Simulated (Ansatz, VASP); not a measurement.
**AlN: VASP beside Ansatz**

```
Al N
1.0
     0.00000    2.16856    2.16856
     2.16856    0.00000    2.16856
     2.16856    2.16856    0.00000
Al N
1 1
Direct
  0.00000 0.00000 0.00000
  0.75000 0.75000 0.75000
```

Change from the starting cell: strain -0.015 along x and y, -0.015 along z, atoms carried along.

Alike in both runs: task single point; functional PBE; k mesh 10 × 10 × 10; occupations gaussian, width 0.05 eV; no spin polarisation.

|  | VASP | Ansatz |
| --- | --- | --- |
| version | VASP 6.6.1 | Ansatz 0.2.0 |
| potentials or method | VASP PAW PBE potentials, release 64 (Al, N) | scalar-relativistic, plane waves, PAW |
| plane-wave cutoff (eV) | 520 | 420 |
| valence electrons in the cell | 8 | 8 |

|  | VASP | Ansatz | Ansatz less VASP |
| --- | --- | --- | --- |
| gap on the k mesh at the Fermi level (eV) | 3.33 | 3.34 | +0.009 |
| least direct gap on the mesh (eV) | 4.39 | 4.38 | -0.011 |
| pressure (GPa) | 9.3 | 9.5 | +0.27 |

The functional is the same, so the differences come from potentials, cutoffs and numerics.

A k mesh can miss the band edges.
